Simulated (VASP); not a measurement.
# PbSe: single point with PBE

**The experiment to reproduce.**

From a printed reference work, monograph, for a bulk crystal of PbSe at 300 K: band gap 0.28 eV (direct).

Crystal: PbSe.

```xyz
2
Lattice="0.0000 3.1080 3.1080 3.1080 0.0000 3.1080 3.1080 3.1080 0.0000" Properties=species:S:1:pos:R:3 pbc="T T T"
Pb    0.0000    0.0000    0.0000
Se    3.1080    3.1080    3.1080
```

```json
{
  "Program": "VASP 6.6.1",
  "Task": "single point",
  "Functional": "PBE",
  "Potentials or basis": "VASP PAW PBE potentials, release 64 (Pb_d, Se)",
  "Cutoff": "500 eV",
  "k mesh": "6 × 6 × 6",
  "Occupations": "gaussian, width 0.01 eV",
  "Spin": "no spin polarisation"
}
```

The pressure is 0.0 GPa and the band gap on the k mesh is 0.44 eV.

Levels at points of the mesh, in eV from the valence-band top:
```tsv
k point	band 7	band 8	band 9	band 10	band 11	band 12	band 13	band 14
(0.00, 0.00, 0.00)	-6.34	-1.64	-1.64	-1.64	4.64	4.64	4.64	6.65
(0.50, 0.00, 0.00)	-8.52	-1.26	-1.26	0.00	0.44	1.83	1.83	8.53
(0.50, 0.50, 0.00)	-7.28	-4.57	-2.92	-2.92	3.92	5.47	5.47	5.88
```

Run time: 14 s on 1 thread of Intel(R) Xeon(R) Platinum 8375C CPU @ 2.90GHz (Ice Lake) (shared host), peak memory 0.17 GiB.

Against the measured gap of PbSe, 0.28 eV (direct; 300 K; a printed reference work, monograph), the calculated 0.44 eV is off by +0.16 eV. 2 values of this kind are on record (0.15 to 0.28 eV); this one was drawn at random. Spin-orbit coupling on Pb, Se is left out. The value is that of PBE on a finite k mesh, which can miss the band edges, without temperature or zero-point motion.

Caveat: spin-orbit coupling is left out, which moves the levels of the heavy elements.
